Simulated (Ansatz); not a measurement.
**WC (Fm-3m): check of PAW against all-electron LAPW in Python**

How well does PAW follow the all-electron answer for WC (Fm-3m)? A script is to give a check of PAW against all-electron LAPW; the system is WC (Fm-3m).

Computed with the Python package of Ansatz 0.2.0. The levels of theory stand in the script.

### 1 The structure

The structure is cubic, space group Fm-3m (No. 225). The conventional cell has a = 4.385 Å, b = 4.385 Å, c = 4.385 Å, α = 90.00°, β = 90.00°, γ = 90.00°. W (site symmetry m-3m) is surrounded by 6 C at 2.19 Å. C (site symmetry m-3m) is surrounded by 6 W at 2.19 Å.

No structure file is read: the coordinates are typed or built in the script.

### 2 The code

The input, paw_lapw_wc.py:

```python
"""PAW against all-electron LAPW for WC."""

from dataclasses import dataclass

import ansatz as az
import numpy as np
from tabulate import tabulate


@dataclass(frozen=True)
class RunConfig:
    filling: str = "cold"
    kspacing: float = 0.23
    functional: str = "PBEsol"
    scf_tol: float = 1e-06


settings = RunConfig()


def count_gap(report):
    # lowest empty less highest filled band, counting bands; zero where they overlap
    return max(report.get("gap_by_band_count_ev") or 0.0, 0.0)


def main() -> None:
    system = (
        az.Lattice.of([0.0, 2.192684, 2.192684], [2.192684, 0.0, 2.192684], [2.192684, 2.192684, 0.0])
        .atom("W", [0.0, 0.0, 0.0])
        .atom("C", [0.5, 0.5, 0.5])
    )

    model = (
        system.calculation()
        .occupations(settings.filling)
        .kpoints(spacing=settings.kspacing)
        .functional(settings.functional)
        .scf(tolerance=settings.scf_tol)
        .stress()
        .forces()
        .band_table()
    )
    variants = {
        "PAW": model.pseudopotentials("paw"),
        "LAPW": model.pseudopotentials("all_electron", lapw=True),
    }
    # totals differ by the cores that each treatment holds, so compare what does not depend on them
    rows = []
    for label, variant in variants.items():
        rep = variant.run(threads=1, backend="cpu").report
        levels = np.array(rep["eigenvalues_ev"][0]) - rep["fermi_energy_ev"]
        print(label, "levels at the first k-point near E_F:", np.round(levels[np.abs(levels) < 5], 3))
        rows.append((label, rep["n_electrons"], np.trace(rep["stress_gpa"]) / 3, count_gap(rep)))
    print(tabulate(rows, headers=["treatment", "electrons in bands", "P GPa", "gap by band count eV"], floatfmt=".4f", tablefmt="simple"))


if __name__ == "__main__":
    main()
```

### 3 The input behind the calls

The package turns the script's settings into the engine's input (first run):

```yaml
crystal:
  lattice:
    - [0.0, 2.192684, 2.192684]
    - [2.192684, 0.0, 2.192684]
    - [2.192684, 2.192684, 0.0]
  atoms:
    - { symbol: W, position: [0.0, 0.0, 0.0] }
    - { symbol: C, position: [0.5, 0.5, 0.5] }
kpoints:
  mp_grid:
    kspacing: 0.23
hamiltonian:
  xc: pbesol
  pseudopotentials:
    kind: paw
scf:
  convergence:
    dr2_threshold: 1.0e-06
  occupations:
    method: cold
output:
  forces: true
  stress: true
  eigenvalues: true
```

### 4 The run

Launch:

```sh
$ python paw_lapw_wc.py
```

The log of the run:

```text
DeckWarning: basis.ecutwfc = 420 eV, auto-derived from the records' recommended cutoffs: set by W (normal level)
DeckWarning: scf.convergence.dr2_threshold = 1e-6 eV is looser than this run's default, which is 1e-7 eV or tighter. The error in the forces grows as the threshold's square root, so leave the key out unless less accurate forces are enough
DeckWarning: output.stress: scf.convergence.dr2_threshold = 1e-6 eV is looser than the 2e-10 eV advised for a printed stress (1e-10 eV for each atom of the cell: 2). What an SCF threshold leaves in a stress goes as its square root, and in the free energy as the threshold itself, and one threshold admits the most on a small cell: of the crystals measured, under no hybrid functional and no lock of [...]
PAW levels at the first k-point near E_F: [-2.761 -2.761 -2.761 -1.016 -1.016 -1.016 -0.97  -0.97 ]
DeckWarning: output.stress: scf.convergence.dr2_threshold = 1e-6 eV is looser than the 1e-7 eV advised for a printed stress on datasets or a basis made for the crystal, by an estimate of what a threshold leaves in their stress. Set scf.convergence.dr2_threshold to 1e-7 eV or tighter
LAPW levels at the first k-point near E_F: [-2.762 -2.762 -2.762 -1.015 -1.015 -1.015 -0.972 -0.972]
treatment      electrons in bands     P GPa    gap by band count eV
-----------  --------------------  --------  ----------------------
PAW                       18.0000  -10.0031                  0.0000
LAPW                      50.0000   -9.9748                  0.0000
```

(Warnings from the package without file and line, shortened.)

It took 17 s on 1 thread of Arm Neoverse V2, shared host; peak memory 0.56 GiB.

### 5 What changed from run to run

The engine's inputs for the other runs:

Run 2, against run 1:

```diff
@@ -15 +15,2 @@
-    kind: paw
+    kind: all_electron
+    lapw: {}
```

Lines on the test bed's own set-up are left out of the output.

A comment line of the script is reworded here; the code is as run.

### 6 What each run gave

One row for each of the 2 runs:

| run | potentials | energy (eV/atom) | pressure (GPa) | SCF cycles | CPU time (s) |
| --- | --- | --- | --- | --- | --- |
| 1 | paw | -5251.3969 | -10.00 | 5 | 1.2 |
| 2 | all_electron | -220053.0708 | -9.97 | 9 | 15 |

Energies are free energies F = E - TS of the smeared occupations. Totals under unlike functionals or potentials can't be compared directly.

### 7 Summary of results

| quantity | value |
| --- | --- |
| runs compared | 2 |
| difference in pressure | 0.03 GPa |

**Reading.** PAW gives -10.003 GPa and LAPW -9.975 GPa, 0.028 GPa apart. They took 1.2 and 15.1 s of processor time. What to keep in mind:
- For a metal this k-point mesh is coarse: on a finer one energies can move by several to tens of meV an atom and pressures by half a GPa or more, differences at one mesh by less.
- At these settings the cell as given stands under about -10 GPa, so it isn't at this functional's equilibrium volume.
- This cell is a computed structure, which may not be the phase found in nature.
- Pressure is positive in compression; the treatments may keep other shells as core, so totals and counts of electrons can differ. Spin-orbit coupling is left out, though heavy elements are present.
